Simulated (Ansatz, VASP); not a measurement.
## Rb in VASP and in Ansatz

```
Rb
1.0
    -2.83590    2.83590    2.83590
     2.83590   -2.83590    2.83590
     2.83590    2.83590   -2.83590
Rb
1
Direct
  0.00000 0.00000 0.00000
```

Alike in both runs: task single point; functional PBE; k mesh 8 × 8 × 8; occupations fermi-dirac, width 0.1 eV; no spin polarisation.

|  | VASP | Ansatz |
| --- | --- | --- |
| version | VASP 6.6.1 | Ansatz 0.2.0 |
| potentials or method | VASP PAW PBE potentials, release 64 (Rb_sv) | plane waves (420 eV) with PAW, scalar-relativistic |
| plane-wave cutoff (eV) | 520 | 420 |
| valence electrons in the cell | 9 | 9 |

|  | VASP | Ansatz | Ansatz less VASP |
| --- | --- | --- | --- |
| pressure (GPa) | 0.0 | 0.0 | 0.00 |

With one functional, cell and mesh, what is left measures potentials, basis and numerics.
